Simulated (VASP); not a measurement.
Set up this calculation in VASP 6.6.1, as the native input.

```
Task                   : single point
Functional             : PBEsol
Potentials or basis    : VASP PAW PBE potentials, release 64 (Ge_d)
Cutoff                 : 520 eV
k mesh                 : 18 × 18 × 18
Occupations            : fermi-dirac, width 0.1 eV
Spin                   : no spin polarisation
Dipole correction      : no
Further INCAR settings : ALGO = Fast; EDIFF = 1e-06; NBANDS = 21
```

The structure of Ge lies in POSCAR:

```
Ge
1.0
   -2.4758313386      2.4758313386      1.3560172859
    2.4758313386     -2.4758313386      1.3560172859
    2.4758313386      2.4758313386     -1.3560172859
Ge
2
Direct
    0.2500000000      0.7500000000      0.5000000000
    0.5000000000      0.5000000000      0.0000000000
```

This isn't the form of Ge at room conditions, which is diamond.

The input as run:

INCAR

```
ALGO = Fast ; EDIFF = 1E-6
ENCUT = 520 ; GGA = PS
ISIF = 2 ; ISMEAR = -1
LASPH = T ; LCHARG = F
LREAL = F ; LWAVE = F
NBANDS = 21 ; NELM = 100
PREC = Accurate ; SIGMA = 0.1
```

KPOINTS

```
k-points
0
Gamma
  18 18 18
```

Potentials or basis: VASP PAW PBE potentials, release 64 (Ge_d).

Run with:

```bash
$ cat potpaw_PBE.64/Ge_d/POTCAR > POTCAR
$ mpirun -np 1 vasp_std > vasp.out
```

It gave:

* Pressure: 10.0 GPa
* Band gap on the k mesh: none (metal or under the smearing width)

Caveat: the PAW data sets were made with another functional, which shifts forces and pressure a little.

Run time: 3.9 min on 1 thread of AMD EPYC 9R14 (Zen 4), with other jobs on the host, peak memory 0.33 GiB.
